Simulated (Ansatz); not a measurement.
The system is HfC.

```
Hf C
1.0
     3.34287    0.00000    0.00000
    -1.67143    2.89501    0.00000
     0.00000    0.00000    5.20271
Hf C
2 2
Direct
  0.33333 0.66667 0.25000
  0.66667 0.33333 0.75000
  0.00000 0.00000 0.50000
  0.00000 0.00000 0.00000
```

The cell comes from a database or a generator and needn't be the stable form of this composition.

Base run:

- Program: Ansatz 0.2.0
- Functional: PBEsol
- Potentials or basis: Ansatz PAW
- Cutoff: 420 eV (not typed: the program's choice for these potentials)
- k mesh: 9 × 9 × 5
- Occupations: fermi-dirac, width 0.05 eV
- Spin: no spin polarisation
- Hubbard terms: Hf d U = 2 eV

Its results: band gap on the k mesh none (metal or under the smearing width); pressure -4.6 GPa.

Question: The run is repeated on the same cell with these changes: hubbard terms from Hf d U = 2 eV to Hf d U = 4 eV. What comes out?

Answer: Band gap on the k mesh none (metal or under the smearing width); pressure -1.5 GPa.

Caveats: U without spin polarisation on a metal has little footing; the PAW data sets come from PBE, with cores solved anew for the run's functional, which leaves a small shift of forces and pressure; the U is typed as a test and isn't derived for this compound.
